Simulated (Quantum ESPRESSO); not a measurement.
Set up this calculation in Quantum ESPRESSO 7.5, as the native input.

* Task: relaxation of the atoms
* Functional: PBE
* Potentials or basis: SSSP 1.3 efficiency PBE
* Cutoff: 748 eV
* Density cutoff: 5987 eV
* k mesh: 10 × 10 × 1
* Occupations: gaussian, width 0.02 eV
* Spin: no spin polarisation
* Mixing beta: 0.5
* Most SCF iterations: 120
* SCF threshold: 6e-10 Ry
* Most ionic steps: 40
* Forc conv thr: 0.0004 Ry/bohr
* Etot conv thr: 1e-05 Ry
* Ion dynamics: bfgs

The system is WS2, a sheet with vacuum.

```
CELL_PARAMETERS angstrom
3.21606 0.00000 0.00000
-1.60803 2.78519 0.00000
0.00000 0.00000 21.14000
ATOMIC_POSITIONS crystal
S 0.66667 0.33333 0.42573
W 0.33333 0.66667 0.50000
S 0.66667 0.33333 0.57427
```

The cell was built by a generator and needn't be a form met in nature.

These files were run (other wordings do the same):

pw.in

```
&CONTROL
  calculation = 'relax'
  prefix = 'pwscf'
  outdir = './tmp'
  pseudo_dir = './pseudo'
  tprnfor = .true.
  disk_io = 'low'
  nstep = 40
  forc_conv_thr = 0.0004
  etot_conv_thr = 1d-05
/
&SYSTEM
  ibrav = 0
  nat = 3
  ntyp = 2
  ecutwfc = 55
  ecutrho = 440
  nbnd = 20
  occupations = 'smearing'
  smearing = 'gaussian'
  degauss = 0.00146997
/
&ELECTRONS
  conv_thr = 6d-10
  electron_maxstep = 120
  mixing_beta = 0.5
/
&IONS
  ion_dynamics = 'bfgs'
/
ATOMIC_SPECIES
S     32.0600 s_pbe_v1.4.uspp.F.UPF
W    183.8400 W_pbe_v1.2.uspp.F.UPF
CELL_PARAMETERS angstrom
   3.2160600000    0.0000000000    0.0000000000
  -1.6080300000    2.7851896601    0.0000000000
   0.0000000000    0.0000000000   21.1400000000
ATOMIC_POSITIONS crystal
S      0.6666666667    0.3333333333    0.4257332072
W      0.3333333333    0.6666666667    0.5000000000
S      0.6666666667    0.3333333333    0.5742667928
K_POINTS automatic
10 10 1 0 0 0
```

Potentials or basis: SSSP 1.3 efficiency PBE.

Launch:

```sh
$ OMP_NUM_THREADS=1 pw.x -in pw.in > pw.out
```

It gave:

| Item | Value |
| --- | --- |
| Energy gained by relaxing | 0.4 meV/atom |
| Ionic steps | 4 |
| Band gap on the k mesh | 1.83 eV, indirect (least direct gap 2.05 eV) |

Caveat: spin-orbit coupling is left out, which moves the levels of the heavy elements.

Run time: 11 min on 1 thread of AMD EPYC 7571, on a shared host, peak memory 1.3 GiB.
